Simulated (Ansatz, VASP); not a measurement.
# Two plane-wave programs on Ir

File INCAR:

```
  PREC = Accurate
  ENCUT = 520
  EDIFF = 1E-8
  ISMEAR = -1
  SIGMA = 0.05
  LREAL = False
  LASPH = True
  NELM = 60
  ALGO = Normal
  ISIF = 2
  LWAVE = False
  LCHARG = False
  GGA = PS
  LEFG = True
  NBANDS = 10
```

Contents of KPOINTS:

```
Automatic mesh
0
Gamma
  18 18 18
```

Contents of POSCAR:

```
Ir
1.0
    0.0000000000      1.9197000000      1.9580940000
    1.9197000000      0.0000000000      1.9580940000
    1.9197000000      1.9197000000      0.0000000000
Ir
1
Direct
    0.0000000000      0.0000000000      0.0000000000
```

Input for Ansatz:

```yaml
crystal:
  lattice:
    - [0.0, 1.9197, 1.958094]
    - [1.9197, 0.0, 1.958094]
    - [1.9197, 1.9197, 0.0]
  atoms:
    - { symbol: Ir, position: [0.0, 0.0, 0.0] }
kpoints:
  mp_grid: { grid: [18, 18, 18] }
scf:
  occupations: { method: fermi_dirac, width: 0.05 }
hamiltonian:
  xc: pbesol
  pseudopotentials: { kind: paw }
output:
  forces: true
  stress: true
  eigenvalues: true
  efg: { contact_densities: true }
  write_density: true
  write_potential: true
  elf: true
  volumetric_format: npy
```

Change from the starting cell: zz strain of +2 %, PAW files.

Alike in both runs: task electric field gradients; functional PBEsol; k mesh 18 × 18 × 18; occupations fermi-dirac, width 0.05 eV; no spin polarisation.

|  | VASP | Ansatz |
| --- | --- | --- |
| version | VASP 6.6.1 | Ansatz 0.2.0 |
| potentials or method | VASP PAW PBE potentials, release 64 (Ir) | PAW with Ansatz's default frozen-core files, scalar-relativistic |
| plane-wave cutoff (eV) | 520 | 420 |
| valence electrons in the cell | 9 | 17 |

Ansatz gave:

* pressure (GPa): -9.6
* largest component of the traceless stress (GPa): 4.96
* Vzz of the field gradient on the site that differs most (V/Å²): 15.5

Question: Which values does VASP return?

Answer: Pressure (GPa): -8.8; largest component of the traceless stress (GPa): 4.94; Vzz of the field gradient on the site that differs most (V/Å²): 15.0.

With one functional, cell and mesh, what is left measures potentials, basis and numerics. The two sets of potentials don't hold the same shells in valence. Ansatz warned: «gradients_without_spin_orbit».

Caveats: the PAW data sets were made with another functional, which shifts forces and pressure a little (VASP). Spin-orbit coupling is left out, which matters for the levels of Ir.
